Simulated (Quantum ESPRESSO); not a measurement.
# W (Fm-3m) in Quantum ESPRESSO: phonons with PBEsol

Aim: the phonons of W with PBEsol.

Everything below comes from runs of Quantum ESPRESSO 7.5. Logs are shortened: lines on timing, memory, paths and dates and some standing lists are left out, and cuts for length are marked.

### 1 The structure

The structure is cubic, space group Fm-3m (No. 225). The conventional cell has a = 4.060 Å, b = 4.060 Å, c = 4.060 Å, α = 90.00°, β = 90.00°, γ = 90.00°. Around W (site symmetry m-3m) lie 12 W at 2.87 Å.

This isn't the form of W at room conditions, which is bcc.

### 2 Phonons, PBEsol

Contents of pw.in:

```
&CONTROL
  calculation = 'scf'
  prefix = 'pwscf'
  outdir = './tmp'
  pseudo_dir = './pseudo'
  tprnfor = .true.
  tstress = .true.
  disk_io = 'low'
/
&SYSTEM
  ibrav = 0
  nat = 1
  ntyp = 1
  ecutwfc = 74
  nbnd = 13
  occupations = 'smearing'
  smearing = 'mp'
  degauss = 0.00999582
/
&ELECTRONS
  conv_thr = 2d-10
  electron_maxstep = 120
  mixing_beta = 0.5
  diagonalization = 'rmm-paro'
/
ATOMIC_SPECIES
W    183.8400 W.upf
CELL_PARAMETERS bohr
   0.0000000000    3.8361440330    3.8361440330
   3.8361440330    0.0000000000    3.8361440330
   3.8361440330    3.8361440330    0.0000000000
ATOMIC_POSITIONS bohr
W      0.0000000000    0.0000000000    0.0000000000
K_POINTS automatic
11 11 11 0 0 0
```

Contents of relax.in:

```
&CONTROL
  calculation = 'vc-relax'
  prefix = 'pwscf'
  outdir = './tmp'
  pseudo_dir = './pseudo'
  tprnfor = .true.
  tstress = .true.
  disk_io = 'low'
  nstep = 40
  forc_conv_thr = 0.0001
  etot_conv_thr = 1d-06
/
&SYSTEM
  ibrav = 0
  nat = 1
  ntyp = 1
  ecutwfc = 74
  nbnd = 13
  occupations = 'smearing'
  smearing = 'mp'
  degauss = 0.00999582
/
&ELECTRONS
  conv_thr = 2d-10
  electron_maxstep = 120
  mixing_beta = 0.5
  diagonalization = 'rmm-paro'
/
&IONS
  ion_dynamics = 'bfgs'
/
&CELL
  cell_dynamics = 'bfgs'
  press = 0
  press_conv_thr = 0.2
/
ATOMIC_SPECIES
W    183.8400 W.upf
CELL_PARAMETERS bohr
   0.0000000000    3.8361440330    3.8361440330
   3.8361440330    0.0000000000    3.8361440330
   3.8361440330    3.8361440330    0.0000000000
ATOMIC_POSITIONS bohr
W      0.0000000000    0.0000000000    0.0000000000
K_POINTS automatic
11 11 11 0 0 0
```

Contents of scf2.in:

```
&CONTROL
  calculation = 'scf'
  prefix = 'pwscf'
  outdir = './tmp'
  pseudo_dir = './pseudo'
  tprnfor = .true.
  tstress = .true.
  disk_io = 'low'
/
&SYSTEM
  ibrav = 0
  nat = 1
  ntyp = 1
  ecutwfc = 74
  nbnd = 13
  occupations = 'smearing'
  smearing = 'mp'
  degauss = 0.00999582
/
&ELECTRONS
  conv_thr = 1d-13
  electron_maxstep = 120
  mixing_beta = 0.5
  diagonalization = 'rmm-paro'
  startingpot = 'file'
  startingwfc = 'file'
/
ATOMIC_SPECIES
W    183.8400 W.upf
CELL_PARAMETERS bohr
   0.0000000000    3.7799222234    3.7799222234
   3.7799222234    0.0000000000    3.7799222234
   3.7799222234    3.7799222234    0.0000000000
ATOMIC_POSITIONS bohr
W      0.0000000000    0.0000000000    0.0000000000
K_POINTS automatic
11 11 11 0 0 0
```

Contents of ph.in:

```
phonons of W
&INPUTPH
  prefix = 'pwscf'
  outdir = './tmp'
  tr2_ph = 1d-18
  fildyn = 'dyn'
  niter_ph = 90
  alpha_mix(1) = 0.4
/
0.0000000000 0.7071067812 0.0000000000
```

Contents of relax_v0.99.in:

```
&CONTROL
  calculation = 'relax'
  prefix = 'pwscf'
  outdir = './tmp'
  pseudo_dir = './pseudo'
  tprnfor = .true.
  tstress = .true.
  disk_io = 'low'
  nstep = 30
  forc_conv_thr = 0.0001
  etot_conv_thr = 1d-06
/
&SYSTEM
  ibrav = 0
  nat = 1
  ntyp = 1
  ecutwfc = 74
  nbnd = 13
  occupations = 'smearing'
  smearing = 'mp'
  degauss = 0.00999582
/
&ELECTRONS
  conv_thr = 1d-13
  electron_maxstep = 120
  mixing_beta = 0.5
  diagonalization = 'rmm-paro'
/
&IONS
  ion_dynamics = 'bfgs'
/
ATOMIC_SPECIES
W    183.8400 W.upf
CELL_PARAMETERS bohr
   0.0000000000    3.7672802485    3.7672802485
   3.7672802485    0.0000000000    3.7672802485
   3.7672802485    3.7672802485    0.0000000000
ATOMIC_POSITIONS bohr
W      0.0000000000    0.0000000000    0.0000000000
K_POINTS automatic
11 11 11 0 0 0
```

Contents of ph_v0.99.in:

```
phonons at 0.99 of the volume
&INPUTPH
  prefix = 'pwscf'
  outdir = './tmp'
  tr2_ph = 1d-18
  fildyn = 'dyn_v0.99'
  niter_ph = 90
  alpha_mix(1) = 0.4
/
0.0000000000 0.7071067812 0.0000000000
```

Contents of relax_v1.01.in:

```
&CONTROL
  calculation = 'relax'
  prefix = 'pwscf'
  outdir = './tmp'
  pseudo_dir = './pseudo'
  tprnfor = .true.
  tstress = .true.
  disk_io = 'low'
  nstep = 30
  forc_conv_thr = 0.0001
  etot_conv_thr = 1d-06
/
&SYSTEM
  ibrav = 0
  nat = 1
  ntyp = 1
  ecutwfc = 74
  nbnd = 13
  occupations = 'smearing'
  smearing = 'mp'
  degauss = 0.00999582
/
&ELECTRONS
  conv_thr = 1d-13
  electron_maxstep = 120
  mixing_beta = 0.5
  diagonalization = 'rmm-paro'
/
&IONS
  ion_dynamics = 'bfgs'
/
ATOMIC_SPECIES
W    183.8400 W.upf
CELL_PARAMETERS bohr
   0.0000000000    3.7924801967    3.7924801967
   3.7924801967    0.0000000000    3.7924801967
   3.7924801967    3.7924801967    0.0000000000
ATOMIC_POSITIONS bohr
W      0.0000000000    0.0000000000    0.0000000000
K_POINTS automatic
11 11 11 0 0 0
```

Contents of ph_v1.01.in:

```
phonons at 1.01 of the volume
&INPUTPH
  prefix = 'pwscf'
  outdir = './tmp'
  tr2_ph = 1d-18
  fildyn = 'dyn_v1.01'
  niter_ph = 90
  alpha_mix(1) = 0.4
/
0.0000000000 0.7071067812 0.0000000000
```

Potentials or basis: PseudoDojo 0.4.1 SR PBEsol standard.

Run with:

```
$ OMP_NUM_THREADS=1 pw.x -in pw.in > pw.out
$ OMP_NUM_THREADS=1 pw.x -in relax.in > relax.out
$ OMP_NUM_THREADS=1 pw.x -in scf2.in > scf2.out
$ OMP_NUM_THREADS=1 ph.x -in ph.in > ph.out
$ OMP_NUM_THREADS=1 pw.x -in relax_v0.99.in > relax_v0.99.out
$ OMP_NUM_THREADS=1 ph.x -in ph_v0.99.in > ph_v0.99.out
$ OMP_NUM_THREADS=1 pw.x -in relax_v1.01.in > relax_v1.01.out
$ OMP_NUM_THREADS=1 ph.x -in ph_v1.01.in > ph_v1.01.out
```

pw.out:

```text
This program is part of the open-source Quantum ESPRESSO suite
     for quantum simulation of materials; please cite
[... 9 lines left out ...]
     --------------------
     sticks:   dense  smooth     PW     G-vecs:    dense   smooth      PW
     Sum         595     595    199                 9721     9721    1759

     Using Slab Decomposition

     bravais-lattice index     =            0
     lattice parameter (alat)  =       5.4251  a.u.
     unit-cell volume          =     112.9054 (a.u.)^3
     number of atoms/cell      =            1
     number of atomic types    =            1
     number of electrons       =        14.00
     number of Kohn-Sham states=           13
     kinetic-energy cutoff     =      74.0000  Ry
     charge density cutoff     =     296.0000  Ry
     scf convergence threshold =      2.0E-10
     mixing beta               =       0.5000
     number of iterations used =            8  plain     mixing
     Exchange-correlation= PBESOL
                           (   1   4  10   8   0   0   0)

     celldm(1)=   5.425127  celldm(2)=   0.000000  celldm(3)=   0.000000
     celldm(4)=   0.000000  celldm(5)=   0.000000  celldm(6)=   0.000000

     crystal axes: (cart. coord. in units of alat)
               a(1) = (   0.000000   0.707107   0.707107 )
               a(2) = (   0.707107   0.000000   0.707107 )
               a(3) = (   0.707107   0.707107   0.000000 )

     reciprocal axes: (cart. coord. in units 2 pi/alat)
               b(1) = ( -0.707107  0.707107  0.707107 )
               b(2) = (  0.707107 -0.707107  0.707107 )
               b(3) = (  0.707107  0.707107 -0.707107 )

     PseudoPot. # 1 for W  read from file:
     W.upf
     Pseudo is Norm-conserving + core correction, Zval = 14.0
     Generated using ONCVPSP code by D. R. Hamann
     Using radial grid of 1396 points,  8 beta functions with:
                l(1) =   0
                l(2) =   0
                l(3) =   1
                l(4) =   1
                l(5) =   2
                l(6) =   2
                l(7) =   3
                l(8) =   3

     atomic species   valence    mass     pseudopotential
     W                14.00   183.84000     W ( 1.00)

     48 Sym. Ops., with inversion, found

   Cartesian axes

     site n.     atom                  positions (alat units)
         1        W      tau(   1) = (   0.0000000   0.0000000   0.0000000  )

     number of k points=    56  Methfessel-Paxton smearing, width (Ry)=  0.0100
                       cart. coord. in units 2pi/alat
        k(    1) = (   0.0000000   0.0000000   0.0000000), wk =   0.0015026
        k(    2) = (   0.0642824   0.0642824  -0.0642824), wk =   0.0120210
        k(    3) = (   0.1285649   0.1285649  -0.1285649), wk =   0.0120210
        k(    4) = (   0.1928473   0.1928473  -0.1928473), wk =   0.0120210
        k(    5) = (   0.2571297   0.2571297  -0.2571297), wk =   0.0120210
        k(    6) = (   0.3214122   0.3214122  -0.3214122), wk =   0.0120210
[... 48 lines left out ...]
        k(   55) = (  -0.0642824  -0.4499770   0.7071068), wk =   0.0360631
        k(   56) = (   0.0000000  -0.3856946   0.6428243), wk =   0.0360631

     Dense  grid:     9721 G-vectors     FFT dimensions: (  30,  30,  30)

     Initial potential from superposition of free atoms

     starting charge      13.9995, renormalised to      14.0000
     Starting wfcs are   10 randomized atomic wfcs +    3 random wfcs

     Self-consistent Calculation

     iteration #  1     ecut=    74.00 Ry     beta= 0.50
     ParO style diagonalization
     ethr =  1.00E-02,  avg # of iterations =  5.5

     Threshold (ethr) on eigenvalues was too large:
     Diagonalizing with lowered threshold

     ParO style diagonalization
     ethr =  2.79E-04,  avg # of iterations =  2.5

     total energy              =    -151.62050751 Ry
     estimated scf accuracy    <       0.03911203 Ry

     iteration #  2     ecut=    74.00 Ry     beta= 0.50
     RMM-DIIS diagonalization
     ethr =  2.79E-04,  avg # of iterations =  2.6

     total energy              =    -151.62449469 Ry
     estimated scf accuracy    <       0.00236931 Ry
[... 15 lines left out ...]
     iteration #  5     ecut=    74.00 Ry     beta= 0.50
     RMM-DIIS diagonalization
     ethr =  3.87E-08,  avg # of iterations =  3.3

     total energy              =    -151.62490724 Ry
     estimated scf accuracy    <       0.00000032 Ry

     iteration #  6     ecut=    74.00 Ry     beta= 0.50
     ParO style diagonalization
     ethr =  2.27E-09,  avg # of iterations =  7.0

     total energy              =    -151.62490735 Ry
     estimated scf accuracy    <       0.00000005 Ry

     iteration #  7     ecut=    74.00 Ry     beta= 0.50
     RMM-DIIS diagonalization
     ethr =  3.71E-10,  avg # of iterations =  2.8

     total energy              =    -151.62490737 Ry
     estimated scf accuracy    <          1.2E-09 Ry

     iteration #  8     ecut=    74.00 Ry     beta= 0.50
     RMM-DIIS diagonalization
     ethr =  8.30E-12,  avg # of iterations =  2.7

     End of self-consistent calculation

          k = 0.0000 0.0000 0.0000 (  1243 PWs)   bands (ev):

   -53.1095 -16.7543 -16.7543 -16.7543  11.6705  20.0320  20.0320  20.0320
    23.0635  23.0635  33.3588  38.4003  38.4003

          k = 0.0643 0.0643-0.0643 (  1239 PWs)   bands (ev):

   -53.1018 -16.8453 -16.7660 -16.7660  12.0220  19.7744  20.1913  20.1913
    22.9274  22.9274  34.0395  37.0683  39.0491

          k = 0.1286 0.1286-0.1286 (  1227 PWs)   bands (ev):
[... 96 lines left out ...]
   -53.0050 -17.6764 -17.1373 -16.9249  16.2240  18.6889  19.6282  20.8349
    24.1696  27.1757  31.1035  35.7165  37.2773

          k =-0.0643-0.3214 0.3214 (  1215 PWs)   bands (ev):

   -53.0218 -17.5343 -17.1039 -16.8747  15.8757  18.6820  19.2579  21.0523
    22.7674  26.3566  33.2199  36.5775  37.9042

          k = 0.0000-0.2571 0.2571 (  1227 PWs)   bands (ev):

   -53.0449 -17.3581 -17.0084 -16.8275  14.7914  18.5435  19.9487  21.5016
    21.5776  24.9737  34.6630  38.2154  38.9019

          k = 0.3857 0.0000-0.0000 (  1222 PWs)   bands (ev):

   -53.0357 -17.3579 -16.9798 -16.9798  14.9153  17.4996  20.3536  22.5027
    22.5027  24.3063  37.9196  37.9196  37.9523

          k = 0.4500 0.0643-0.0643 (  1228 PWs)   bands (ev):
[... 36 lines left out ...]
   -52.9829 -17.6667 -17.2689 -17.0934  15.9240  16.9106  21.1028  23.6860
    25.7007  28.5324  29.4787  34.8034  34.8451

          k =-0.0000-0.5143 0.5143 (  1214 PWs)   bands (ev):

   -52.9837 -17.5643 -17.4128 -17.0501  16.4890  17.5309  20.1757  22.8883
    24.9347  27.7830  31.2485  33.8667  36.9034

          k = 0.6428-0.0000 0.0000 (  1210 PWs)   bands (ev):

   -52.9826 -17.7460 -17.1371 -17.1371  15.2604  16.2379  23.1518  25.3851
    25.8894  25.8894  32.5351  32.5351  33.6320

          k =-0.0000-0.6428 0.6428 (  1202 PWs)   bands (ev):

   -52.9800 -17.7405 -17.1842 -17.1331  15.4051  16.3532  22.6803  24.9539
    26.0499  27.2495  30.7740  32.8571  33.9131

          k = 0.2571 0.1286 0.0000 (  1215 PWs)   bands (ev):

   -53.0644 -17.1803 -16.9083 -16.8297  13.7818  18.6140  20.4712  21.1872
    21.8067  23.8515  35.6878  37.1104  39.3790

          k = 0.3214 0.1928-0.0643 (  1220 PWs)   bands (ev):

   -53.0402 -17.4035 -16.9882 -16.8666  14.9444  18.3739  19.8195  21.2564
    22.5178  24.9056  34.4272  37.7179  39.3164

          k = 0.3857 0.2571-0.1286 (  1214 PWs)   bands (ev):
[... 26 lines left out ...]
   -52.9934 -17.6524 -17.2444 -17.0009  16.8656  17.9223  19.5179  21.5186
    24.8614  28.1612  29.9559  35.9370  37.1265

          k =-0.0643-0.3214 0.4500 (  1209 PWs)   bands (ev):

   -53.0018 -17.5929 -17.2341 -16.9590  16.8758  18.2394  18.7821  21.6296
    23.8589  27.3791  31.9260  35.8843  37.0693

          k = 0.0000-0.2571 0.3857 (  1212 PWs)   bands (ev):

   -53.0192 -17.5040 -17.1375 -16.9067  16.1319  18.1928  19.0114  21.8045
    22.6612  26.4029  33.6669  37.2343  37.2490

          k = 0.5143 0.1286 0.0000 (  1216 PWs)   bands (ev):

   -53.0006 -17.6013 -17.1269 -17.0642  15.8605  16.9649  20.2581  23.7112
    24.2473  26.1419  33.3730  34.9465  37.2060

          k =-0.1286-0.5143 0.6428 (  1206 PWs)   bands (ev):

   -52.9887 -17.6332 -17.2345 -17.0885  16.2469  17.1895  20.0566  23.2214
    25.3402  27.8082  30.8405  34.3682  36.3317

          k =-0.0643-0.4500 0.5785 (  1208 PWs)   bands (ev):

   -52.9845 -17.5780 -17.3690 -17.0710  16.7189  17.6362  19.6982  22.4771
    25.2332  28.6293  30.2914  34.3275  36.3938

          k = 0.0000-0.3857 0.5143 (  1201 PWs)   bands (ev):

   -52.9894 -17.5173 -17.4176 -17.0205  17.3633  17.8012  18.9687  22.0836
    24.4431  27.6541  32.8484  33.2410  37.7012

          k =-0.0643-0.5785 0.7071 (  1209 PWs)   bands (ev):

   -52.9824 -17.7041 -17.1880 -17.1391  15.6482  16.5693  21.7404  24.4185
    25.8932  27.4369  31.3268  32.5066  35.0670

          k =-0.0000-0.5143 0.6428 (  1206 PWs)   bands (ev):
[... 11 lines left out ...]
   -52.9866 -17.5639 -17.3522 -17.0758  17.2413  17.8763  18.8146  22.1439
    25.1077  28.6578  30.7629  34.1702  36.5119

          k =-0.0643-0.4500 0.7071 (  1210 PWs)   bands (ev):

   -52.9817 -17.5902 -17.3228 -17.1408  16.5867  17.5318  19.7249  22.6471
    25.9000  29.1172  31.1147  32.1889  35.7820

          k = 0.0000-0.3857 0.6428 (  1215 PWs)   bands (ev):

   -52.9809 -17.4953 -17.4374 -17.1353  16.9517  18.1256  19.0330  21.9798
    25.9040  29.4811  31.1160  32.2095  35.8099

     the Fermi energy is    20.5709 ev

!    total energy              =    -151.62490737 Ry
     estimated scf accuracy    <          9.4E-11 Ry
     smearing contrib. (-TS)   =       0.00005175 Ry
     internal energy E=F+TS    =    -151.62495911 Ry

     The total energy is F=E-TS. E is the sum of the following terms:
     one-electron contribution =     -18.47253652 Ry
     hartree contribution      =      16.84590019 Ry
     xc contribution           =     -32.87120780 Ry
     ewald contribution        =    -117.12711499 Ry

     convergence has been achieved in   8 iterations

     Forces acting on atoms (cartesian axes, Ry/au):

     atom    1 type  1   force =     0.00000000    0.00000000    0.00000000

     Total force =     0.000000     Total SCF correction =     0.000000

     Computing stress (Cartesian axis) and pressure

          total   stress  (Ry/bohr**3)                   (kbar)     P=     -126.58
  -0.00086046   0.00000000   0.00000000         -126.58        0.00        0.00
   0.00000000  -0.00086046   0.00000000            0.00     -126.58        0.00
   0.00000000   0.00000000  -0.00086046            0.00        0.00     -126.58

=------------------------------------------------------------------------------=
   JOB DONE.
=------------------------------------------------------------------------------=
```

Run time: 6.4 min. Hardware: 1 thread of Intel Xeon 6975P-C (Granite Rapids), shared host; peak memory 0.09 GiB.

What came out:

```
Free energy                                 : -2062.9914 eV
Relaxed volume                              : 16.01 Å³/atom
Relaxed cell                                : a = 2.829 Å, b = 2.829 Å, c = 2.829 Å, α = 60.00°, β = 60.00°, γ = 60.00°
Space group after relaxing (to 0.05 Å)      : Fm-3m (No. 225)
Pressure after relaxing                     : 0.0 GPa
Band gap on the k mesh                      : none (metal or under the smearing width)
Highest phonon frequency at the q point run : 165 cm⁻¹
```

The path:
| step | energy change (eV) | largest force (eV/Å) | pressure (GPa) | volume (Å³) |
| --- | --- | --- | --- | --- |
| 1 | 0.0000 | 0.0000 | -12.66 | 16.73 |
| 2 | -0.0228 | 0.0000 | 6.89 | 15.67 |
| 3 | -0.0297 | 0.0000 | -0.49 | 16.03 |
| 4 | -0.0298 | 0.0000 | -0.01 | 16.01 |
| 5 | -0.0298 | 0.0000 | 0.01 | 16.01 |

Final structure:
```
W
1.0
     0.00000    2.00025    2.00025
     2.00025    0.00000    2.00025
     2.00025    2.00025    0.00000
W
1
Direct
  0.00000 0.00000 0.00000
```

Phonon frequencies in cm⁻¹ (negative: imaginary):
```csv
q point,frequencies
"(0.500, 0.000, 0.500)",75 75 165
```

Phonon modes at q = (0.500, 0.000, 0.500) in reciprocal lattice units:
| mode | symmetry | cm⁻¹ |
| --- | --- | --- |
| 1 | E_u | 75 |
| 2 | E_u | 75 |
| 3 | A_2u | 165 |

Mode Grüneisen parameters of phonons at q = (0.500, 0.000, 0.500) in reciprocal lattice units, in order of frequency: -1.63, -1.63, 0.71

Frequencies at 99 % and 101 % of the volume (pressures 3.2 and -3.1 GPa), ions relaxed:
```
mode  99 % (cm⁻¹)  101 % (cm⁻¹)  Grüneisen parameter
   1         73.8          76.3                -1.63
   2         73.8          76.3                -1.63
   3        166.8         164.4                 0.71
```

Caveat: the q point doesn't lie on the k mesh, which can shift a metal's frequencies strongly unless the mesh is converged. The run has no spin-orbit coupling, so splittings on W are missing.
